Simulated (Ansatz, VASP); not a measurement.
One calculation of GaAs, two programs

```
CELL_PARAMETERS angstrom
0.00000 2.86126 2.86126
2.86126 0.00000 2.86126
2.86126 2.86126 0.00000
ATOMIC_POSITIONS crystal
Ga 0.00000 0.00000 0.00000
As 0.25000 0.25000 0.25000
```

Alike in both runs: task single point; functional r2SCAN; k mesh 8 × 8 × 8; occupations gaussian, width 0.02 eV; no spin polarisation.

|  | VASP | Ansatz |
| --- | --- | --- |
| version | VASP 6.6.1 | Ansatz 0.2.0 |
| potentials or method | VASP PAW PBE potentials, release 64 (Ga_d, As) | scalar-relativistic, plane waves, PAW |
| plane-wave cutoff (eV) | 520 | 500 |
| valence electrons in the cell | 18 | 28 |

```csv
,VASP,Ansatz,Ansatz less VASP
gap on the k mesh at the Fermi level (eV),0.71,0.73,+0.019
least direct gap on the mesh (eV),0.71,0.73,+0.019
pressure (GPa),-1.9,-2.0,-0.09
```

With one functional, cell and mesh, what is left measures potentials, basis and numerics. The two sets of potentials don't hold the same shells in valence.

Caveats: the PAW data sets were made with another functional, which shifts forces and pressure a little (VASP). r2SCAN opens gaps a little over a GGA but as a rule still falls short of measured ones.
